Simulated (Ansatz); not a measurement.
`FC(F)F` + `COCF` → `FCOCC(F)F` + H–F  (formal exchange of groups at a C–F bond)

Gas-phase electronic energies from Ansatz, PBE0-D4/def2-TZVP geometries. CBS: MP2 limit from def2 TZ/QZ plus the TZ coupled-cluster correction, frozen cores. This one scheme is used for every species. Each species was taken in one conformer, which may not be the lowest.

`FC(F)F`:

```xyz
5

F     1.252   -0.332   -0.208
C    -0.031   -0.050    0.009
F    -0.115    0.745    1.073
F    -0.505    0.606   -1.048
H    -0.600   -0.969    0.174
```

`COCF`:

Cartesian coordinates in Å:
```
C 0.559 -0.925 -0.459
O 0.071 0.375 -0.724
C -0.589 0.944 0.323
F 0.278 1.264 1.352
H -0.252 -1.582 -0.120
H 0.965 -1.308 -1.393
H 1.346 -0.906 0.299
H -1.339 0.266 0.756
H -1.039 1.872 -0.033
```

`FCOCC(F)F`:

Cartesian coordinates in Å:
```
F 0.178 2.515 0.542
C 0.928 1.357 0.539
O 0.664 0.618 -0.587
C -0.576 -0.054 -0.589
C -0.384 -1.507 -0.228
F -1.565 -2.158 -0.362
F 0.005 -1.623 1.069
H 1.981 1.638 0.498
H 0.684 0.819 1.461
H -0.990 0.002 -1.598
H -1.293 0.400 0.102
H 0.368 -2.006 -0.847
```

H–F:

```xyz
2

F    -0.398   -0.182   -0.141
H     0.398    0.182    0.141
```

| level | ΔE (kJ/mol) |
| --- | --- |
| HF/def2-TZVPP | 16.0 |
| CCSD(T)/def2-TZVPP | -4.1 |

(1) What does CCSD(T)/CBS give? (An estimate is asked.)

Largest T1 diagnostic among the species: 0.012.

Answers

(1) Computed: -11.1 kJ/mol. The listed levels differ from it by 27.1, 7.0 kJ/mol.

The D4 term adds −7.1 kJ/mol with B3LYP and −4.1 kJ/mol with PBE0; it sums over pairs of atoms, weighted by their polarisabilities, and B3LYP, whose exchange is more repulsive, gets the larger term. In def2-TZVPP, CCSD(T) changes the Hartree–Fock value by −20.1 kJ/mol (the triples alone add −1.3 kJ/mol) and MP2 by −23.9 kJ/mol.

B3LYP here is the variant with VWN-RPA as its local correlation; programs differ in this.

CCSD(T)/CBS has its own doubt, a few kJ/mol and more with outer-core shells, so smaller differences from it don't rank the levels.
